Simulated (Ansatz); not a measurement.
Wanted: the native input for an Ansatz 0.2.0 run.

```
Task                                : phonons
Functional                          : PBEsol
Potentials or basis                 : Ansatz PAW
Cutoff                              : 420 eV (not typed: the program's choice for these potentials)
k mesh                              : 6 × 6 × 6
Occupations                         : fixed
Spin                                : no spin polarisation
q mesh                              : 2 × 2 × 2
Path                                : [["G", "X", "W", "K", "G", "L", "U", "W", "L", "K"], ["U", "X"]]
Points for each segment of the path : 8
```

Crystal: CdS (Hawleyite).

```xyz
2
Lattice="0.0000 2.9165 2.9165 2.9165 0.0000 2.9165 2.9165 2.9165 0.0000" Properties=species:S:1:pos:R:3 pbc="T T T"
Cd    0.0000    0.0000    0.0000
S     4.3748    4.3748    4.3748
```

These files were run (other wordings do the same):

input.yaml

```yaml
crystal:
  lattice:
    - [0.0, 2.9165, 2.9165]
    - [2.9165, 0.0, 2.9165]
    - [2.9165, 2.9165, 0.0]
  atoms:
    - { symbol: Cd, position: [0.0, 0.0, 0.0] }
    - { symbol: S, position: [0.75, 0.75, 0.75] }
hamiltonian:
  xc: pbesol
  pseudopotentials: { kind: paw }
kpoints:
  mp_grid: { grid: [6, 6, 6] }
scf:
  occupations: { method: fixed }
phonons:
  method: dfpt
  dielectric: true
  rigid_motions: translations
  qmesh: [2, 2, 2]
  temperatures: { t_max: 1000, t_step: 100 }
  qpath:
    path:
      - [[0.0, 0.0, 0.0], [0.5, 0.0, 0.5], [0.5, 0.25, 0.75], [0.375, 0.375, 0.75], [0.0, 0.0, 0.0], [0.5, 0.5, 0.5], [0.625, 0.25, 0.625], [0.5, 0.25, 0.75], [0.5, 0.5, 0.5], [0.375, 0.375, 0.75]]
      - [[0.625, 0.25, 0.625], [0.5, 0.0, 0.5]]
    npoints: 8
```

Potentials or basis: Ansatz PAW.

Run with:

```bash
$ ansatz run input.yaml --threads 2 --pin off --max-ram 5632MiB --backend cpu --events-out ev --progress --plain --runs-dir out
```

It gave:

| Property | Result |
| --- | --- |
| Band gap on the k mesh | 1.00 eV, direct |
| Electronic dielectric tensor (diagonal) | 6.44 |
| Born charges (mean of the diagonal) | Cd +2.17; S -2.17 e |
| Highest phonon frequency, LO-TO splitting left out | 294 cm⁻¹ |
| Static dielectric tensor (diagonal) | 9.96 |

Caveat: the q mesh is small, so phonon branches between its points and thermal values are rough.

Wall time 75 s on 2 threads of Intel(R) Xeon(R) Processor @ 2.50GHz (Skylake/Cascade Lake), with other jobs on the host, peak memory 0.56 GiB.
